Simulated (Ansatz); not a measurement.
Wurtzite InN, treated with PBE0+SOC (PAW; Ansatz, a program for electronic structure).

Run with plane-wave cutoff 460 eV, 9×9×4 k mesh (along the axes of the cell as run), Fermi–Dirac smearing 0.01 eV, PAW data made under PBE.

Cell (measured lattice):

```
InN
1.0
    1.76850    -3.06313     0.00000
    1.76850     3.06313     0.00000
    0.00000     0.00000     5.70300
In N
2 2
Direct
  0.66667   0.33333   0.49986
  0.33333   0.66667   0.99986
  0.66667   0.33333   0.87914
  0.33333   0.66667   0.37914
```

Give the computed band gap.


band gap: 1.28 eV (on the SCF k mesh)

Measured, for comparison: band gap 0.77 eV (zero-point shift of 0.07 eV (the table's estimate, ZP (est)) added back here, E0, Γ; inputs from arXiv:2302.06325). Computed (rounded) less measured: band gap +0.51 eV.

Note: cell and atoms aren't relaxed at this level (pressure -0.2 GPa).

The computed numbers hold no vibrational or temperature effects.

The result took roughly 40 core-minutes.
